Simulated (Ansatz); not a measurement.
# PtSb2 (CdI2 type): other levels of theory at one geometry

The task here is to estimate one member of a computed series from the others.

Method: DFT at several levels, plane waves, PAW, in Ansatz 0.2.0.

1 further run of the same task is left out (set aside as unsound or not needed). Runs told in other sessions of the task aren't counted.

## Starting point

The structure is trigonal, space group P-3m1 (No. 164). The conventional cell has a = 4.060 Å, b = 4.060 Å, c = 5.226 Å, α = 90.00°, β = 90.00°, γ = 120.00°. Pt (site symmetry -3m) is surrounded by 6 Sb at 2.71 Å. Sb (site symmetry 3m) has 3 Pt at 2.71 Å in its first shell of neighbours.

As a file:

```xyz
3
Lattice="4.0600 0.0000 0.0000 -2.0300 3.5161 0.0000 0.0000 0.0000 5.2259" Properties=species:S:1:pos:R:3 pbc="T T T"
Pt    0.0000    0.0000    0.0000
Sb    0.0000    2.3440    1.3504
Sb    2.0300    1.1720    3.8755
```

This cell comes from an earlier session at PBE: 24.867 Å³/atom at 0.00 GPa, on a 10×10×6 mesh, no gap.

Levels to run: PBE+SOC; r²SCAN; PBEsol; LDA; HSE06. Hardware: 2 threads of Arm Neoverse V2, shared host.

Set-up of the first run:

Input file input.yaml:

```yaml
crystal:
  lattice:
    - [4.0599872515, 0.0, 0.0]
    - [-2.0299936257, 3.5160520988, 0.0]
    - [0.0, 0.0, 5.2259058719]
  atoms:
    - { symbol: Pt, position: [0.0, 0.0, 0.0] }
    - { symbol: Sb, position: [0.3333333333, 0.6666666667, 0.2584105895] }
    - { symbol: Sb, position: [0.6666666667, 0.3333333333, 0.7415894105] }
basis:
  ecutwfc: 420
  ecutrho_ratio: 4
kpoints:
  mp_grid: { grid: [10, 10, 6] }
hamiltonian:
  xc: pbe
scf:
  occupations: { method: gaussian, width: 0.05 }
output:
  forces: true
  stress: true
  eigenvalues: true
  populations: true
  dos: { projected: true, de: 0.02 }
  write_density: true
  write_potential: true
  elf: true
  volumetric_format: npy
magnetization:
  noncollinear: true
  spin_orbit: true
```

The run is started by

```console
> ansatz run input.yaml --threads 2 --pin off --max-ram 2662MiB --backend cpu --events-out ev --progress --plain --runs-dir out
```

Steps of the session up to this table: PBE+SOC; r²SCAN; PBEsol; LDA; HSE06.

One of the session's tables, all rows but one given; the rest of the session is left out.

| level | pressure (GPa) |
| --- | --- |
| PBE | 0.0 |
| LDA | -6.1 |
| PBEsol | -4.1 |
| PBE+SOC | -0.1 |
| r²SCAN | ? |
| HSE06 | -3.6 |

Q: Estimate the row for r²SCAN from the others.

**Answer.** pressure (GPa): -2.3. In the column «pressure (GPa)» it lies between HSE06 (-3.6) and PBE+SOC (-0.1).

The pressure runs from -6.1 GPa (LDA) to 0.0 GPa (PBE); a negative pressure means that level wants a smaller cell, a positive one a larger cell. Total energies of different levels have different zeros and can't be compared.

Caveats from the session: Warnings in the runs' records: stress scf threshold loose, stress exchange threshold loose, filled band counts differ across k points.
